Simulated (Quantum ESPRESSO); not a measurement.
# Rh (Fm-3m) in Quantum ESPRESSO: a series of runs

The runs below take Rh through band structure, single point, equation of state, with PBEsol.

All numbers are computed with Quantum ESPRESSO 7.5; they aren't measurements. Logs are shortened: lines on timing, memory, paths and dates and some standing lists are left out, and cuts for length are marked.

**The experiment to reproduce.**

“Thermal equation of state of rhodium characterized by XRD in a resistively heated diamond anvil cell”, 2024, pmc:11535440 quotes, for a bulk crystal of Rh: bulk modulus 264 ± 1 GPa.

The runs below are set against these values where they give the same quantity.

## Step 1: The structure

The structure is cubic, space group Fm-3m (No. 225). Conventional cell: a = 3.796 Å, b = 3.796 Å, c = 3.796 Å, α = 90.00°, β = 90.00°, γ = 90.00°. Around Rh (site symmetry m-3m) lie 12 Rh at 2.68 Å.

## Step 2: Band structure, PBEsol

pw.in reads:

```
&CONTROL
  calculation = 'scf'
  prefix = 'pwscf'
  outdir = './tmp'
  pseudo_dir = './pseudo'
  tprnfor = .true.
  tstress = .true.
  disk_io = 'low'
/
&SYSTEM
  ibrav = 0
  nat = 1
  ntyp = 1
  ecutwfc = 88
  nbnd = 15
  occupations = 'smearing'
  smearing = 'fd'
  degauss = 0.00367493
/
&ELECTRONS
  conv_thr = 2d-10
  electron_maxstep = 120
  mixing_beta = 0.5
/
ATOMIC_SPECIES
Rh   102.9055 Rh.upf
CELL_PARAMETERS angstrom
   0.0000000000    1.8978500000    1.8978500000
   1.8978500000    0.0000000000    1.8978500000
   1.8978500000    1.8978500000    0.0000000000
ATOMIC_POSITIONS crystal
Rh     0.0000000000    0.0000000000    0.0000000000
K_POINTS automatic
12 12 12 0 0 0
```

bands.in reads:

```
&CONTROL
  calculation = 'bands'
  prefix = 'pwscf'
  outdir = './tmp'
  pseudo_dir = './pseudo'
  disk_io = 'low'
  verbosity = 'high'
/
&SYSTEM
  ibrav = 0
  nat = 1
  ntyp = 1
  ecutwfc = 88
  nbnd = 15
  occupations = 'smearing'
  smearing = 'fd'
  degauss = 0.00367493
/
&ELECTRONS
  conv_thr = 1d-08
  electron_maxstep = 120
  mixing_beta = 0.5
  diago_full_acc = .true.
/
ATOMIC_SPECIES
Rh   102.9055 Rh.upf
CELL_PARAMETERS angstrom
   0.0000000000    1.8978500000    1.8978500000
   1.8978500000    0.0000000000    1.8978500000
   1.8978500000    1.8978500000    0.0000000000
ATOMIC_POSITIONS crystal
Rh     0.0000000000    0.0000000000    0.0000000000
K_POINTS crystal
60
 0.0000000000  0.0000000000  0.0000000000 1
 0.0625000000  0.0000000000  0.0625000000 1
 0.1250000000  0.0000000000  0.1250000000 1
 0.1875000000  0.0000000000  0.1875000000 1
 0.2500000000  0.0000000000  0.2500000000 1
 0.3125000000  0.0000000000  0.3125000000 1
 0.3750000000  0.0000000000  0.3750000000 1
 0.4375000000  0.0000000000  0.4375000000 1
 0.5000000000  0.0000000000  0.5000000000 1
 0.5000000000  0.0625000000  0.5625000000 1
 0.5000000000  0.1250000000  0.6250000000 1
 0.5000000000  0.1875000000  0.6875000000 1
 0.5000000000  0.2500000000  0.7500000000 1
 0.4375000000  0.3125000000  0.7500000000 1
 0.3750000000  0.3750000000  0.7500000000 1
 0.3375000000  0.3375000000  0.6750000000 1
 0.3000000000  0.3000000000  0.6000000000 1
 0.2625000000  0.2625000000  0.5250000000 1
 0.2250000000  0.2250000000  0.4500000000 1
 0.1875000000  0.1875000000  0.3750000000 1
 0.1500000000  0.1500000000  0.3000000000 1
 0.1125000000  0.1125000000  0.2250000000 1
 0.0750000000  0.0750000000  0.1500000000 1
 0.0375000000  0.0375000000  0.0750000000 1
 0.0000000000  0.0000000000  0.0000000000 1
 0.0625000000  0.0625000000  0.0625000000 1
 0.1250000000  0.1250000000  0.1250000000 1
 0.1875000000  0.1875000000  0.1875000000 1
 0.2500000000  0.2500000000  0.2500000000 1
 0.3125000000  0.3125000000  0.3125000000 1
 0.3750000000  0.3750000000  0.3750000000 1
 0.4375000000  0.4375000000  0.4375000000 1
 0.5000000000  0.5000000000  0.5000000000 1
 0.5250000000  0.4500000000  0.5250000000 1
 0.5500000000  0.4000000000  0.5500000000 1
 0.5750000000  0.3500000000  0.5750000000 1
 0.6000000000  0.3000000000  0.6000000000 1
 0.6250000000  0.2500000000  0.6250000000 1
 0.5833333333  0.2500000000  0.6666666667 1
 0.5416666667  0.2500000000  0.7083333333 1
 0.5000000000  0.2500000000  0.7500000000 1
 0.5000000000  0.2857142857  0.7142857143 1
 0.5000000000  0.3214285714  0.6785714286 1
 0.5000000000  0.3571428571  0.6428571429 1
 0.5000000000  0.3928571429  0.6071428571 1
 0.5000000000  0.4285714286  0.5714285714 1
 0.5000000000  0.4642857143  0.5357142857 1
 0.5000000000  0.5000000000  0.5000000000 1
 0.4821428571  0.4821428571  0.5357142857 1
 0.4642857143  0.4642857143  0.5714285714 1
 0.4464285714  0.4464285714  0.6071428571 1
 0.4285714286  0.4285714286  0.6428571429 1
 0.4107142857  0.4107142857  0.6785714286 1
 0.3928571429  0.3928571429  0.7142857143 1
 0.3750000000  0.3750000000  0.7500000000 1
 0.6250000000  0.2500000000  0.6250000000 1
 0.5937500000  0.1875000000  0.5937500000 1
 0.5625000000  0.1250000000  0.5625000000 1
 0.5312500000  0.0625000000  0.5312500000 1
 0.5000000000  0.0000000000  0.5000000000 1
```

Potentials or basis: PseudoDojo 0.4.1 SR PBEsol standard.

Run with:

```console
OMP_NUM_THREADS=1 pw.x -in pw.in > pw.out
OMP_NUM_THREADS=1 pw.x -in bands.in > bands.out
```

pw.out:

```text
This program is part of the open-source Quantum ESPRESSO suite
     for quantum simulation of materials; please cite
[... 9 lines left out ...]
     --------------------
     sticks:   dense  smooth     PW     G-vecs:    dense   smooth      PW
     Sum         625     625    199                10177    10177    1837

     Using Slab Decomposition

     bravais-lattice index     =            0
     lattice parameter (alat)  =       5.0720  a.u.
     unit-cell volume          =      92.2597 (a.u.)^3
     number of atoms/cell      =            1
     number of atomic types    =            1
     number of electrons       =        17.00
     number of Kohn-Sham states=           15
     kinetic-energy cutoff     =      88.0000  Ry
     charge density cutoff     =     352.0000  Ry
     scf convergence threshold =      2.0E-10
     mixing beta               =       0.5000
     number of iterations used =            8  plain     mixing
     Exchange-correlation= PBESOL
                           (   1   4  10   8   0   0   0)

     celldm(1)=   5.071959  celldm(2)=   0.000000  celldm(3)=   0.000000
     celldm(4)=   0.000000  celldm(5)=   0.000000  celldm(6)=   0.000000

     crystal axes: (cart. coord. in units of alat)
               a(1) = (   0.000000   0.707107   0.707107 )
               a(2) = (   0.707107   0.000000   0.707107 )
               a(3) = (   0.707107   0.707107   0.000000 )

     reciprocal axes: (cart. coord. in units 2 pi/alat)
               b(1) = ( -0.707107  0.707107  0.707107 )
               b(2) = (  0.707107 -0.707107  0.707107 )
               b(3) = (  0.707107  0.707107 -0.707107 )

     PseudoPot. # 1 for Rh read from file:
     Rh.upf
     Pseudo is Norm-conserving + core correction, Zval = 17.0
     Generated using ONCVPSP code by D. R. Hamann
     Using radial grid of 1568 points,  6 beta functions with:
                l(1) =   0
                l(2) =   0
                l(3) =   1
                l(4) =   1
                l(5) =   2
                l(6) =   2

     atomic species   valence    mass     pseudopotential
     Rh               17.00   102.90550     Rh( 1.00)

     48 Sym. Ops., with inversion, found

   Cartesian axes

     site n.     atom                  positions (alat units)
         1        Rh     tau(   1) = (   0.0000000   0.0000000   0.0000000  )

     number of k points=    72  Fermi-Dirac smearing, width (Ry)=  0.0037
                       cart. coord. in units 2pi/alat
        k(    1) = (   0.0000000   0.0000000   0.0000000), wk =   0.0011574
        k(    2) = (   0.0589256   0.0589256  -0.0589256), wk =   0.0092593
        k(    3) = (   0.1178511   0.1178511  -0.1178511), wk =   0.0092593
        k(    4) = (   0.1767767   0.1767767  -0.1767767), wk =   0.0092593
        k(    5) = (   0.2357023   0.2357023  -0.2357023), wk =   0.0092593
        k(    6) = (   0.2946278   0.2946278  -0.2946278), wk =   0.0092593
[... 64 lines left out ...]
        k(   71) = (  -0.7071068   0.2357023   0.0000000), wk =   0.0138889
        k(   72) = (  -0.7071068   0.3535534   0.0000000), wk =   0.0069444

     Dense  grid:    10177 G-vectors     FFT dimensions: (  32,  32,  32)

     Initial potential from superposition of free atoms

     starting charge      16.9994, renormalised to      17.0000
     Starting wfcs are   10 randomized atomic wfcs +    5 random wfcs

     Self-consistent Calculation

     iteration #  1     ecut=    88.00 Ry     beta= 0.50
     Davidson diagonalization with overlap
     ethr =  1.00E-02,  avg # of iterations =  4.2

     Threshold (ethr) on eigenvalues was too large:
     Diagonalizing with lowered threshold

     Davidson diagonalization with overlap
     ethr =  7.57E-04,  avg # of iterations =  1.0

     total energy              =    -234.39718406 Ry
     estimated scf accuracy    <       0.12879561 Ry
[... 50 lines left out ...]
     iteration #  9     ecut=    88.00 Ry     beta= 0.50
     Davidson diagonalization with overlap
     ethr =  2.87E-12,  avg # of iterations =  1.2

[... 18 lines left out ...]

   -56.1203 -24.0369 -23.8100 -23.8100  16.9324  17.9189  20.7056  21.1845
    21.1845  22.4111  41.0899  41.5394  41.5394  42.5969  48.4067

          k = 0.4125 0.0589-0.0589 (  1290 PWs)   bands (ev):
[... 21 lines left out ...]
   -56.0645 -24.2523 -24.0472 -23.8125  17.8760  18.7161  19.4672  20.8253
    22.2733  27.4160  33.4019  36.4459  41.9797  43.3867  49.5614

          k = 0.0000-0.3536 0.3536 (  1304 PWs)   bands (ev):

   -56.0813 -24.2115 -23.9896 -23.7757  18.1857  18.7156  19.1494  20.7545
    21.5568  25.7344  36.0103  36.7728  42.0577  45.6958  47.3532

          k = 0.4714 0.0000-0.0000 (  1283 PWs)   bands (ev):
[... 31 lines left out ...]
   -56.0455 -24.3548 -23.9640 -23.9356  16.4438  16.8053  22.7305  22.9629
    23.5519  26.4628  35.0836  35.6840  36.5991  45.4866  46.7122

          k = 0.0000-0.5893 0.5893 (  1276 PWs)   bands (ev):

   -56.0435 -24.3231 -24.0301 -23.9203  16.6914  17.1874  21.6473  22.5706
    23.3857  28.5832  33.2466  34.9318  37.5308  44.8544  49.1997

          k =-0.7071 0.0000 0.0000 (  1298 PWs)   bands (ev):

   -56.0429 -24.3791 -23.9470 -23.9470  16.2662  16.6366  23.2331  23.6700
    23.6700  25.8656  34.9571  35.9971  35.9971  45.6522  45.9243

          k = 0.2357 0.1179 0.0000 (  1294 PWs)   bands (ev):

   -56.1510 -23.9254 -23.7624 -23.7162  16.2289  18.7187  20.0569  20.3063
    21.0467  22.1519  40.2987  40.6806  43.8168  45.3115  49.1954

          k = 0.2946 0.1768-0.0589 (  1301 PWs)   bands (ev):
[... 16 lines left out ...]
   -56.0715 -24.3753 -23.8743 -23.8036  17.0243  18.9520  20.0170  20.8408
    23.1426  26.3866  31.1751  38.9709  41.6564  43.4736  50.8552

          k = 0.3536 0.1179 0.0000 (  1295 PWs)   bands (ev):

   -56.1150 -24.0797 -23.8343 -23.7864  17.2042  18.0531  19.9247  21.1770
    21.5605  22.8579  39.2491  40.4179  42.3910  43.7074  49.7851

          k = 0.4125 0.1768-0.0589 (  1285 PWs)   bands (ev):
[... 21 lines left out ...]
   -56.0787 -24.2381 -23.9646 -23.7943  17.8954  18.8491  19.0318  20.8762
    22.0510  25.7460  34.9563  37.8679  41.1649  45.7298  47.8281

          k = 0.0000-0.2357 0.3536 (  1290 PWs)   bands (ev):

   -56.1008 -24.1561 -23.9002 -23.7618  17.8341  18.3884  19.3166  21.1015
    21.2290  24.1883  37.3963  38.7236  42.2625  45.4203  48.2513

          k = 0.4714 0.1179-0.0000 (  1293 PWs)   bands (ev):
[... 36 lines left out ...]
   -56.0453 -24.2471 -24.1103 -23.9062  17.2260  17.8963  20.2350  21.8540
    23.2442  30.7296  31.5441  34.6876  38.0468  45.0255  51.1563

          k =-0.7071 0.1179-0.0000 (  1288 PWs)   bands (ev):

   -56.0429 -24.3508 -23.9766 -23.9490  16.5260  16.8852  22.2553  22.8623
    23.6709  27.4798  34.6736  35.5704  35.7557  46.1116  47.0570

          k =-0.2357-0.4714 0.7071 (  1278 PWs)   bands (ev):
[... 21 lines left out ...]
   -56.0453 -24.2247 -24.1099 -23.9305  17.5485  18.1938  19.4759  21.6030
    23.4563  30.5991  32.3685  35.1794  36.3087  46.8872  49.3991

          k = 0.0000-0.3536 0.5893 (  1279 PWs)   bands (ev):

   -56.0478 -24.1937 -24.1423 -23.9094  17.7966  18.6859  18.8271  21.4579
    23.2251  30.0313  33.0108  34.6048  37.3919  46.8656  48.6265

          k =-0.7071 0.2357 0.0000 (  1280 PWs)   bands (ev):

   -56.0427 -24.2730 -24.0570 -23.9530  17.1609  17.6195  20.3883  21.9947
    23.6726  29.9074  34.1512  34.2836  35.4648  46.9155  50.2374

          k =-0.7071 0.3536 0.0000 (  1256 PWs)   bands (ev):

   -56.0427 -24.1657 -24.1657 -23.9549  17.5807  18.8060  18.8060  21.4545
    23.6734  32.2878  32.2878  33.9326  35.3548  48.5910  48.5910

     the Fermi energy is    22.6927 ev

!    total energy              =    -234.43139334 Ry
     estimated scf accuracy    <          1.4E-11 Ry
     smearing contrib. (-TS)   =      -0.00059944 Ry
     internal energy E=F+TS    =    -234.43079390 Ry

     The total energy is F=E-TS. E is the sum of the following terms:
     one-electron contribution =     -49.56942953 Ry
     hartree contribution      =      37.47565808 Ry
     xc contribution           =     -37.60874896 Ry
     ewald contribution        =    -184.72827348 Ry

     convergence has been achieved in   9 iterations

     Forces acting on atoms (cartesian axes, Ry/au):

     atom    1 type  1   force =     0.00000000    0.00000000    0.00000000

     Total force =     0.000000     Total SCF correction =     0.000000

     Computing stress (Cartesian axis) and pressure

          total   stress  (Ry/bohr**3)                   (kbar)     P=      -33.14
  -0.00022530  -0.00000000  -0.00000000          -33.14       -0.00       -0.00
  -0.00000000  -0.00022530  -0.00000000           -0.00      -33.14       -0.00
  -0.00000000  -0.00000000  -0.00022530           -0.00       -0.00      -33.14

=------------------------------------------------------------------------------=
   JOB DONE.
=------------------------------------------------------------------------------=
```

Wall time 22 s (1 thread of Arm Neoverse V1, shared host); peak memory 0.09 GiB.

Results:

```yaml
Free_energy: -3189.6016 eV
Pressure: -3.3 GPa
Band_gap_on_the_k_mesh: none (metal or under the smearing width)
```

Levels at the corners of the path, in eV from the Fermi level:
| point | band 5 | band 6 | band 7 | band 8 | band 9 | band 10 | band 11 | band 12 |
| --- | --- | --- | --- | --- | --- | --- | --- | --- |
| Γ | -8.11 | -3.15 | -3.15 | -3.15 | -1.02 | -1.02 | 16.09 | 21.52 |
| X | -6.43 | -6.06 | 0.54 | 0.98 | 0.98 | 3.17 | 12.26 | 13.30 |
| W | -5.11 | -3.89 | -3.89 | -1.24 | 0.98 | 9.60 | 9.60 | 11.24 |
| K | -5.61 | -4.86 | -2.13 | -0.71 | 0.36 | 7.84 | 8.57 | 12.04 |
| Γ | -8.11 | -3.15 | -3.15 | -3.15 | -1.02 | -1.02 | 16.09 | 21.52 |
| L | -6.24 | -3.22 | -3.22 | 0.56 | 0.56 | 0.62 | 8.62 | 15.57 |
| U | -5.61 | -4.86 | -2.13 | -0.71 | 0.36 | 7.84 | 8.57 | 12.04 |
| W | -5.11 | -3.89 | -3.89 | -1.24 | 0.98 | 9.60 | 9.60 | 11.24 |
| L | -6.24 | -3.22 | -3.22 | 0.56 | 0.56 | 0.62 | 8.62 | 15.57 |
| K | -5.61 | -4.86 | -2.13 | -0.71 | 0.36 | 7.84 | 8.57 | 12.04 |
| U | -5.61 | -4.86 | -2.13 | -0.71 | 0.36 | 7.84 | 8.57 | 12.04 |
| X | -6.43 | -6.06 | 0.54 | 0.98 | 0.98 | 3.17 | 12.26 | 13.30 |

## Step 3: Single point, PBEsol, 12.85 Å³/atom

pw.in, as its differences from that of step 2:

```diff
@@ -7,3 +7,3 @@
   tstress = .true.
-  disk_io = 'low'
+  disk_io = 'nowf'
 /
@@ -27,5 +27,5 @@
 CELL_PARAMETERS angstrom
-   0.0000000000    1.8978500000    1.8978500000
-   1.8978500000    0.0000000000    1.8978500000
-   1.8978500000    1.8978500000    0.0000000000
+   0.0000000000    1.8591074964    1.8591074964
+   1.8591074964    0.0000000000    1.8591074964
+   1.8591074964    1.8591074964    0.0000000000
 ATOMIC_POSITIONS crystal
```

Potentials or basis: PseudoDojo 0.4.1 SR PBEsol standard.

Run with:

```console
OMP_NUM_THREADS=1 pw.x -in pw.in > pw.out
```

Wall time 18 s (1 thread of Arm Neoverse V1, shared host); peak memory 0.09 GiB.

The run converged. Its results:

```yaml
Free_energy: -3189.5690 eV
Pressure: 17.0 GPa
Band_gap_on_the_k_mesh: none (metal or under the smearing width)
```

## Step 4: Single point, PBEsol, 13.12 Å³/atom

pw.in, as its differences from that of step 3:

```diff
@@ -27,5 +27,5 @@
 CELL_PARAMETERS angstrom
-   0.0000000000    1.8591074964    1.8591074964
-   1.8591074964    0.0000000000    1.8591074964
-   1.8591074964    1.8591074964    0.0000000000
+   0.0000000000    1.8722002341    1.8722002341
+   1.8722002341    0.0000000000    1.8722002341
+   1.8722002341    1.8722002341    0.0000000000
 ATOMIC_POSITIONS crystal
```

Run with:

```console
OMP_NUM_THREADS=1 pw.x -in pw.in > pw.out
```

It took 19 s on 1 thread of Arm Neoverse V1, shared host; peak memory 0.09 GiB.

The run converged. Its results:

```yaml
Free_energy: -3189.5916 eV
Pressure: 9.4 GPa
Band_gap_on_the_k_mesh: none (metal or under the smearing width)
```

## Step 5: Single point, PBEsol, 13.40 Å³/atom

pw.in, as its differences from that of step 4:

```diff
@@ -27,5 +27,5 @@
 CELL_PARAMETERS angstrom
-   0.0000000000    1.8722002341    1.8722002341
-   1.8722002341    0.0000000000    1.8722002341
-   1.8722002341    1.8722002341    0.0000000000
+   0.0000000000    1.8851123679    1.8851123679
+   1.8851123679    0.0000000000    1.8851123679
+   1.8851123679    1.8851123679    0.0000000000
 ATOMIC_POSITIONS crystal
```

Run with:

```console
OMP_NUM_THREADS=1 pw.x -in pw.in > pw.out
```

Wall time 15 s (1 thread of Arm Neoverse V1, shared host); peak memory 0.09 GiB.

It converged, with:

| Property | Result |
| --- | --- |
| Free energy | -3189.6020 eV |
| Pressure | 2.6 GPa |
| Band gap on the k mesh | none (metal or under the smearing width) |

## Step 6: Single point, PBEsol, 13.67 Å³/atom

pw.in, as its differences from that of step 5:

```diff
@@ -27,5 +27,5 @@
 CELL_PARAMETERS angstrom
-   0.0000000000    1.8851123679    1.8851123679
-   1.8851123679    0.0000000000    1.8851123679
-   1.8851123679    1.8851123679    0.0000000000
+   0.0000000000    1.8978500000    1.8978500000
+   1.8978500000    0.0000000000    1.8978500000
+   1.8978500000    1.8978500000    0.0000000000
 ATOMIC_POSITIONS crystal
```

Potentials or basis: PseudoDojo 0.4.1 SR PBEsol standard.

Run with:

```console
OMP_NUM_THREADS=1 pw.x -in pw.in > pw.out
```

Run time: 15 s. Hardware: 1 thread of Arm Neoverse V1, shared host; peak memory 0.09 GiB.

The run converged. Its results:

- Free energy: -3189.6016 eV
- Pressure: -3.3 GPa
- Band gap on the k mesh: none (metal or under the smearing width)

## Step 7: Single point, PBEsol, 13.94 Å³/atom

pw.in, as its differences from that of step 6:

```diff
@@ -27,5 +27,5 @@
 CELL_PARAMETERS angstrom
-   0.0000000000    1.8978500000    1.8978500000
-   1.8978500000    0.0000000000    1.8978500000
-   1.8978500000    1.8978500000    0.0000000000
+   0.0000000000    1.9104189093    1.9104189093
+   1.9104189093    0.0000000000    1.9104189093
+   1.9104189093    1.9104189093    0.0000000000
 ATOMIC_POSITIONS crystal
```

Run with:

```console
OMP_NUM_THREADS=1 pw.x -in pw.in > pw.out
```

Wall time 15 s (1 thread of Arm Neoverse V1, shared host); peak memory 0.09 GiB.

Results (log left out):

```
Free energy            : -3189.5916 eV
Pressure               : -8.6 GPa
Band gap on the k mesh : none (metal or under the smearing width)
```

## Step 8: Single point, PBEsol, 14.22 Å³/atom

pw.in, as its differences from that of step 7:

```diff
@@ -27,5 +27,5 @@
 CELL_PARAMETERS angstrom
-   0.0000000000    1.9104189093    1.9104189093
-   1.9104189093    0.0000000000    1.9104189093
-   1.9104189093    1.9104189093    0.0000000000
+   0.0000000000    1.9228245745    1.9228245745
+   1.9228245745    0.0000000000    1.9228245745
+   1.9228245745    1.9228245745    0.0000000000
 ATOMIC_POSITIONS crystal
```

Run with:

```console
OMP_NUM_THREADS=1 pw.x -in pw.in > pw.out
```

It took 15 s on 1 thread of Arm Neoverse V1, shared host; peak memory 0.09 GiB.

It converged, with:

```yaml
Free_energy: -3189.5732 eV
Pressure: -13.2 GPa
Band_gap_on_the_k_mesh: none (metal or under the smearing width)
```

## Step 9: Single point, PBEsol, 14.49 Å³/atom

pw.in, as its differences from that of step 8:

```diff
@@ -27,5 +27,5 @@
 CELL_PARAMETERS angstrom
-   0.0000000000    1.9228245745    1.9228245745
-   1.9228245745    0.0000000000    1.9228245745
-   1.9228245745    1.9228245745    0.0000000000
+   0.0000000000    1.9350721950    1.9350721950
+   1.9350721950    0.0000000000    1.9350721950
+   1.9350721950    1.9350721950    0.0000000000
 ATOMIC_POSITIONS crystal
```

Potentials or basis: PseudoDojo 0.4.1 SR PBEsol standard.

Run with:

```console
OMP_NUM_THREADS=1 pw.x -in pw.in > pw.out
```

Wall time 15 s (1 thread of Arm Neoverse V1, shared host); peak memory 0.09 GiB.

The run converged. Its results:

- Free energy: -3189.5473 eV
- Pressure: -17.3 GPa
- Band gap on the k mesh: none (metal or under the smearing width)

## Step 10: Equation of state, PBEsol

This step only gathers the single runs of the series.

Results:

| Property | Result |
| --- | --- |
| Equilibrium volume | 13.52 Å³/atom |
| Bulk modulus | 296 GPa |
| Pressure derivative of the bulk modulus | 5.2 |

Energy against volume, from the lowest point:
| volume (Å³/atom) | energy (meV/atom) |
| --- | --- |
| 12.851 | 33.05 |
| 13.125 | 10.40 |
| 13.398 | 0.00 |
| 13.671 | 0.43 |
| 13.945 | 10.42 |
| 14.218 | 28.85 |
| 14.492 | 54.71 |

## Step 11: Against experiment

Step 10. A measured bulk modulus of Rh is 264 GPa (quoted in “Thermal equation of state of rhodium characterized by XRD in a resistively heated diamond anvil cell”, 2024, pmc:11535440); the calculated 296 GPa misses it by +12.2 %. The fit is for a static lattice scaled at fixed shape and fixed fractional positions.
